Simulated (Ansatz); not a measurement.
# HfN in Ansatz: the effect of exact exchange

The system is HfN.

```
Hf N
1.0
     0.00000    2.45482    2.45482
     2.45482    0.00000    2.45482
     2.45482    2.45482    0.00000
Hf N
1 1
Direct
  0.00000 0.00000 0.00000
  0.25000 0.25000 0.25000
```

The cell comes from a database or a generator and needn't be the stable form of this composition.

Alike in all runs:

- Program: Ansatz 0.2.0
- Task: single point
- Functional: HSE06 form with a typed share of exact exchange
- Potentials or basis: Ansatz PAW
- Cutoff: 420 eV (not typed: the program's choice for these potentials)
- k mesh: 5 × 5 × 5
- Occupations: fermi-dirac, width 0.05 eV
- Spin: no spin polarisation

```tsv
exact exchange	pressure (GPa)
0.05	?
0.1	0.0
0.15	-0.5
0.2	-1.0
0.25	-1.5
0.3	-2.0
```

Question: What does the run with exact exchange 0.05 give?

Answer: Pressure 0.6 GPa.

Worked out: A straight line through the other rows of the pressure, of slope -10 GPa per unit of exact exchange, extrapolates to 0.5 GPa, against the run's 0.6.

Caveats: all runs use coarse meshes; the PAW data sets come from PBE, with cores solved anew for the run's functional, which leaves a small shift of forces and pressure; the thresholds are loose for stress.
